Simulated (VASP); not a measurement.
# Tc (P6_3/mmc) in VASP: further runs, part 2 of 2

VASP 6.6.1. Earlier steps stand in the parts before.

## 3. Single point, LDA

The input, run.py:

```python
from ase.calculators.vasp import Vasp
from ase.dft.bandgap import bandgap
from ase.io import read

atoms = read('Tc.cif', primitive_cell=True, subtrans_included=False)
calc = Vasp(
    directory='calc',
    xc='lda',
    pp='LDA',
    setups='gw',
    prec='Accurate',
    encut=550,
    ediff=1e-07,
    ismear=0,
    sigma=0.05,
    lreal=False,
    lasph=True,
    nelm=60,
    algo='Normal',
    isif=2,
    lwave=False,
    lcharg=False,
    kpts=[11, 11, 6],
    gamma=True,
)
atoms.calc = calc

print('energy (eV):', atoms.get_potential_energy())
print('free energy (eV):', atoms.get_potential_energy(force_consistent=True))
print('forces (eV/A):')
print(atoms.get_forces())
print('stress (eV/A^3, Voigt):', atoms.get_stress())
print('Fermi level (eV):', calc.get_fermi_level())
gap, top, bottom = bandgap(calc)
print('band gap (eV):', gap, 'from (spin, k, band)', top, 'to', bottom)
```

The input, Tc.cif:

```cif
data_Tc
_cell_length_a 2.74000000
_cell_length_b 2.74000000
_cell_length_c 4.39800000
_cell_angle_alpha 90.00000000
_cell_angle_beta 90.00000000
_cell_angle_gamma 120.00000000
_space_group_name_H-M_alt 'P6_3/mmc'
_space_group_name_Hall '-P 6c 2c'
_space_group_IT_number 194
loop_
_space_group_symop_operation_xyz
'x,y,z'
'-x,-y,-z'
'x-y,x,z+1/2'
'-x+y,-x,-z+1/2'
'-y,x-y,z'
'y,-x+y,-z'
'-x,-y,z+1/2'
'x,y,-z+1/2'
'-x+y,-x,z'
'x-y,x,-z'
'y,-x+y,z+1/2'
'-y,x-y,-z+1/2'
'-y,-x,-z+1/2'
'y,x,z+1/2'
'-x,-x+y,-z'
'x,x-y,z'
'-x+y,y,-z+1/2'
'x-y,-y,z+1/2'
'y,x,-z'
'-y,-x,z'
'x,x-y,-z+1/2'
'-x,-x+y,z+1/2'
'x-y,-y,-z'
'-x+y,y,z'
loop_
_atom_site_label
_atom_site_type_symbol
_atom_site_symmetry_multiplicity
_atom_site_Wyckoff_symbol
_atom_site_fract_x
_atom_site_fract_y
_atom_site_fract_z
_atom_site_occupancy
Tc1 Tc 2 c 0.6666666667 0.3333333333 0.7500000000 1
```

Potentials or basis: VASP PAW LDA potentials, release 64 (Tc_sv_GW).

On the command line:

```bash
$ python run.py
```

What it wrote:

```text
energy (eV): -23.95102398
free energy (eV): -23.95200804
forces (eV/A):
[[ 0. -0.  0.]
 [-0.  0.  0.]]
stress (eV/A^3, Voigt): [ 0.08102198  0.08102198  0.08001066 -0.         -0.          0.        ]
Fermi level (eV): 11.93194913
band gap (eV): 0.0 from (spin, k, band) (None, None, None) to (None, None, None)
```

OUTCAR:

```text
ENCUT = 550.000000
   EDIFF = 1.00e-07
   PREC = Accurate
   ISIF = 2
   ISMEAR = 0
   NELM = 60
   LASPH = .TRUE.
   LREAL = .FALSE.

 ion  position               nearest neighbor table
   1  0.667  0.333  0.750-
   2  0.333  0.667  0.250-

  LATTYP: Found a hexagonal cell.
 ALAT       =     2.7400000000
 C/A-ratio  =     1.6051094891

  Lattice vectors:

 A1 = (   2.7400000000,   0.0000000000,   0.0000000000)
 A2 = (  -1.3700000000,   2.3729096064,   0.0000000000)
 A3 = (   0.0000000000,   0.0000000000,   4.3980000000)

Analysis of symmetry for initial positions (statically):
=====================================================================
 Subroutine PRICEL returns:
 Original cell was already a primitive cell.

 Routine SETGRP: Setting up the symmetry group for a
 hexagonal supercell.

 Subroutine GETGRP returns: Found 24 space group operations
 (whereof 12 operations were pure point group operations)
 out of a pool of 24 trial point group operations.

The static configuration has the point symmetry D_3d.
 The point group associated with its full space group is D_6h.

Analysis of symmetry for dynamics (positions and initial velocities):
=====================================================================
 Subroutine PRICEL returns:
 Original cell was already a primitive cell.

 Routine SETGRP: Setting up the symmetry group for a
 hexagonal supercell.

 Subroutine GETGRP returns: Found 24 space group operations
 (whereof 12 operations were pure point group operations)
 out of a pool of 24 trial point group operations.

The dynamic configuration has the point symmetry D_3d.
 The point group associated with its full space group is D_6h.

 Subroutine INISYM returns: Found 24 space group operations
 (whereof 12 operations are pure point group operations),
 and found     1 'primitive' translations

----------------------------------------------------------------------------------------

                                     Primitive cell

  volume of cell :      28.5948

  direct lattice vectors                    reciprocal lattice vectors
     2.740000000  0.000000000  0.000000000     0.364963504  0.210711777  0.000000000
    -1.370000000  2.372909606  0.000000000     0.000000000  0.421423554  0.000000000
     0.000000000  0.000000000  4.398000000     0.000000000  0.000000000  0.227376080

  length of vectors
     2.740000000  2.740000000  4.398000000     0.421423554  0.421423554  0.227376080

  position of ions in fractional coordinates (direct lattice)
     0.666666667  0.333333333  0.750000000
     0.333333333  0.666666667  0.250000000
[... 72 lines left out ...]
   LNONCOLLINEAR =      F non collinear calculations
   LSORBIT =      F    spin-orbit coupling
   LASPH  =      T    aspherical Exc in radial PAW
   ENCUT  =  550.0 eV  40.42 Ry    6.36 a.u.   5.24  5.24  8.41*2*pi/ulx,y,z
   NELM   =     60;   NELMIN=  2; NELMDL= -5     # of ELM steps
   EDIFF  = 0.1E-06   stopping-criterion for ELM
   LREAL  =      F    real-space projection
   EDIFFG = 0.1E-05   stopping-criterion for IOM
   NSW    =      0    number of steps for IOM
   IBRION =     -1    ionic relax: 0-MD 1-quasi-New 2-CG
   NFREE  =      0    steps in history (QN), initial steepest desc. (CG)
   ISIF   =      2    stress and relaxation
   ISYM   =      2    0-nonsym 1-usesym 2-fastsym
   POTIM  = 0.5000    time-step for ionic-motion
   TEBEG  =    0.0;   TEEND  =   0.0 temperature during run
   PSTRESS=    0.0 pullay stress
   NELECT =      30.0000    total number of electrons
   NUPDOWN=      -1.0000    fix difference up-down
   EMIN   =  10.00;   EMAX   =-10.00  energy-range for DOS
   EFERMI =   0.00;   METHOD = LEGACY
   ISMEAR =     0;   SIGMA  =   0.05  broadening in eV -4-tet -1-fermi 0-gaus
   EFERMI_NEDOS =   21; number of points for ismear=-14 and -15
   IALGO  =     38    algorithm
   IMIX   =      4    mixing-type and parameters
     AMIX     =   0.40;   BMIX     =  1.00
     AMIX_MAG =   1.60;   BMIX_MAG =  1.00
  volume/ion in A,a.u.               =      14.30        96.48
  Fermi-wavevector in a.u.,A,eV,Ry     =   1.663488  3.143536 37.649923  2.767191
  Thomas-Fermi vector in A             =   2.750196
   LORBIT       =      0    0 simple, 1 ext, 2 COOP (PROOUT), +10 PAW based schemes
   GGA     = CA    functional components
   LHFCALC =     F    Hartree Fock is set to
   AEXX    =    0.0000 exact exchange contribution
   IVDW    =     0    specifies the selected vdW correction
   LEPSILON=     F    determine dielectric tensor
   LRPA    =     F    only Hartree local field effects (RPA)
 non-spin polarized calculation
 Gauss-broadening in eV      SIGMA  =   0.05
  energy-cutoff  :      550.00
  volume of cell :       28.59
 maximum number of plane-waves:       850
 NGX is ok and might be reduce to    24
   NGX = 11   NGY = 11   NGZ = 17

 number of electron      30.0000000 magnetization

 Free energy of the ion-electron system (eV)
  ---------------------------------------------------
  ext. energy  EPLUGINS =         0.00000000
  ---------------------------------------------------
  free energy    TOTEN  =       -23.95200804 eV

  energy without entropy =      -23.95003992  energy(sigma->0) =      -23.95102398

 E-fermi :  11.9319     XC(G=0): -14.1928

 val. band max:       11.9152193330   @ k =   0.0909   0.0909   0.0000
 cond. band min:      11.9368034278   @ k =   0.3636   0.2727   0.5000
 fundamental gap:      0.0215840948
 Fermi energy:        11.9319491271

 k-point     1 :       0.0000    0.0000    0.0000
  band No.  band energies     occupation
      1     -54.4837      2.00000
      2     -54.2369      2.00000
      3     -27.3115      2.00000
      4     -26.1890      2.00000
      5     -26.1890      2.00000
      6     -25.9998      2.00000
[... 505 lines left out ...]
      6     -26.3096      2.00000
[... 11 lines left out ...]
     18      12.9331      0.00000
     19      14.8238      0.00000

 [... further k-points ...]
[... 5 lines left out ...]
  --------------------------------------------------------------------------------------
  -------------------------------------------------------------------------------------
  Total       -2.3168057     -2.3168057     -2.2878875     -0.0000000      0.0000000      0.0000000
  in kB     -129.8115150   -129.8115150   -128.1912165     -0.0000000      0.0000000      0.0000000
  external PRESSURE =    -129.2714155 kB  Pullay stress =       0.0000000 kB

 VOLUME and BASIS-vectors are now :
 -----------------------------------------------------------------------------
  energy-cutoff  :      550.00
  volume of cell :       28.59
      direct lattice vectors                 reciprocal lattice vectors
     2.740000000  0.000000000  0.000000000     0.364963504  0.210711777  0.000000000
    -1.370000000  2.372909606  0.000000000     0.000000000  0.421423554  0.000000000
     0.000000000  0.000000000  4.398000000     0.000000000  0.000000000  0.227376080

 POSITION                                       TOTAL-FORCE (eV/Angst)
 -----------------------------------------------------------------------------------
      1.37000      0.79097      3.29850         0.000000     -0.000000      0.000000
     -0.00000      1.58194      1.09950        -0.000000      0.000000      0.000000
 -----------------------------------------------------------------------------------
    total drift:                                0.000000     -0.000000      0.000000

  FREE ENERGIE OF THE ION-ELECTRON SYSTEM (eV)
  ---------------------------------------------------
  free  energy   TOTEN  =       -23.9520080424 eV

  energy  without entropy=      -23.9500399220  energy(sigma->0) =      -23.95102398
```

INCAR:

```text
ENCUT = 550.000000
SIGMA = 0.050000
EDIFF = 1.00e-07
ALGO = Normal
PREC = Accurate
ISIF = 2
ISMEAR = 0
NELM = 60
LASPH = .TRUE.
LCHARG = .FALSE.
LWAVE = .FALSE.
LREAL = .FALSE.
```

It took 41 s on 1 thread of Intel Xeon Platinum 8175M at 2.50GHz (Skylake/Cascade Lake), shared host; peak memory 0.17 GiB.

What came out:

* Free energy: -23.9520 eV
* Pressure: -12.9 GPa
* Band gap on the k mesh: none (metal or under the smearing width)

Stress tensor (GPa, compression positive):
```
-12.98   0.00   0.00
  0.00 -12.98   0.00
  0.00   0.00 -12.82
```

Levels at points of the mesh, in eV from the Fermi level:
```
           k point  band 11  band 12  band 13  band 14  band 15  band 16  band 17  band 18  band 19
(0.00, 0.00, 0.00)    -1.56    -1.56    -1.49    -0.84    -0.84    -0.11    -0.11     1.71     2.56
(0.00, 0.00, 0.50)    -1.87    -1.87    -1.69    -1.69    -1.69    -1.69     1.88     1.88     1.88
```

## 4. Relaxation of cell and atoms, AM05

The input, run.py:

```python
from ase.calculators.vasp import Vasp
from ase.filters import FrechetCellFilter
from ase.io import read
from ase.optimize import FIRE

atoms = read('Tc.xyz')
calc = Vasp(
    directory='calc',
    xc='am05',
    pp='PBE',
    setups='recommended',
    prec='Accurate',
    encut=600,
    ediff=1e-06,
    ismear=0,
    sigma=0.05,
    lreal=False,
    lasph=True,
    nelm=60,
    algo='Normal',
    isif=2,
    lwave=False,
    lcharg=False,
    kpts=[11, 11, 6],
    gamma=True,
)
atoms.calc = calc
opt = FIRE(FrechetCellFilter(atoms), trajectory='relax.traj')
converged = opt.run(fmax=0.01, steps=40)
print('converged:', converged)

print('energy (eV):', atoms.get_potential_energy())
print('free energy (eV):', atoms.get_potential_energy(force_consistent=True))
print('forces (eV/A):')
print(atoms.get_forces())
print('stress (eV/A^3, Voigt):', atoms.get_stress())
print('Fermi level (eV):', calc.get_fermi_level())
print('cell (A, degrees):', atoms.cell.cellpar())
print('volume (A^3):', atoms.get_volume())
print('scaled positions:')
print(atoms.get_scaled_positions())
```

The input, Tc.xyz:

```xyz
2
Lattice="2.7400000000 0.0000000000 0.0000000000 -1.3700000000 2.3729096064 0.0000000000 0.0000000000 0.0000000000 4.3980000000" Properties=species:S:1:pos:R:3 pbc="T T T"
Tc     1.3700000001      0.7909698687      3.2985000000
Tc    -0.0000000001      1.5819397377      1.0995000000
```

Potentials or basis: VASP PAW PBE potentials, release 64 (Tc_pv).

On the command line:

```bash
$ python run.py
```

It took 6.6 min on 1 thread of Intel Xeon Platinum 8175M at 2.50GHz (Skylake/Cascade Lake), shared host; peak memory 0.17 GiB.

Results (log left out):

```
Free energy                            : -22.0288 eV
Relaxed volume                         : 13.89 Å³/atom
Relaxed cell                           : a = 2.712 Å, b = 2.712 Å, c = 4.362 Å, α = 90.00°, β = 90.00°, γ = 120.00°
Space group after relaxing (to 0.05 Å) : P6_3/mmc (No. 194)
Energy gained by relaxing              : 11.5 meV/atom
Ionic steps                            : 15
Pressure after relaxing                : -0.1 GPa
Band gap on the k mesh                 : none (metal or under the smearing width)
```

Stress tensor (GPa, compression positive):
```
-0.09  0.00  0.00
 0.00 -0.09  0.00
 0.00  0.00  0.02
```

The path:
```tsv
step	energy change (eV)	largest force (eV/Å)	pressure (GPa)	volume (Å³)
1	0.0000	0.0000	-8.93	28.59
2	-0.0151	0.0000	-5.36	28.25
3	-0.0228	0.0000	0.74	27.72
4	-0.0228	0.0000	0.66	27.73
5	-0.0229	0.0000	0.51	27.74
6	-0.0229	0.0000	0.30	27.76
7	-0.0229	0.0000	0.07	27.78
8	-0.0230	0.0000	-0.16	27.80
9	-0.0230	0.0000	-0.16	27.80
10	-0.0230	0.0000	-0.15	27.80
11	-0.0230	0.0000	-0.14	27.80
12	-0.0230	0.0000	-0.12	27.79
13	-0.0230	0.0000	-0.10	27.79
14	-0.0230	0.0000	-0.08	27.79
15	-0.0230	0.0000	-0.05	27.79
```

Final structure:
```
Tc
1.0
     2.71221    0.00000    0.00000
    -1.35611    2.34885    0.00000
     0.00000    0.00000    4.36207
Tc
2
Direct
  0.66667 0.33333 0.75000
  0.33333 0.66667 0.25000
```

Levels at points of the mesh, in eV from the Fermi level:
| k point | band 11 | band 12 | band 13 | band 14 | band 15 | band 16 |
| --- | --- | --- | --- | --- | --- | --- |
| (0.00, 0.00, 0.00) | -1.56 | -0.86 | -0.86 | -0.09 | -0.09 | 1.67 |
| (0.00, 0.00, 0.50) | -1.74 | -1.74 | -1.74 | -1.74 | 1.97 | 1.97 |

Caveat: the PAW data sets were made with another functional, which shifts forces and pressure a little.

## 5. The reference run

An earlier run on the cell as given: functional PBE; potentials or basis VASP PAW PBE potentials, release 64 (Tc_pv); cutoff 520 eV; k mesh 11 × 11 × 6; occupations fermi-dirac, width 0.05 eV; no spin polarisation.

- Pressure: 2.3 GPa
- Band gap on the k mesh: none (metal or under the smearing width)

## 6. Summary

```tsv
task	level	potentials or basis	cell	cutoff (eV)	smearing	optimiser	gap on the mesh (eV)	pressure (GPa)
single point	LDA	VASP PAW LDA potentials, release 64 (Tc_sv_GW)	as given	550	gaussian 0.05 eV	-	none	-12.9
relaxation of cell and atoms	AM05	VASP PAW PBE potentials, release 64 (Tc_pv)	relaxed	600	gaussian 0.05 eV	FIRE	none	-0.1
single point	PBE	VASP PAW PBE potentials, release 64 (Tc_pv)	as given	520	fermi-dirac 0.05 eV	-	none	2.3
```

Alike in all rows: no spin polarisation; k mesh 11 × 11 × 6.

Caveats: the PAW data sets were made with another functional, which shifts forces and pressure a little (some runs).

Total energies depend on the potentials used, so only differences within one code and one set of settings carry meaning.
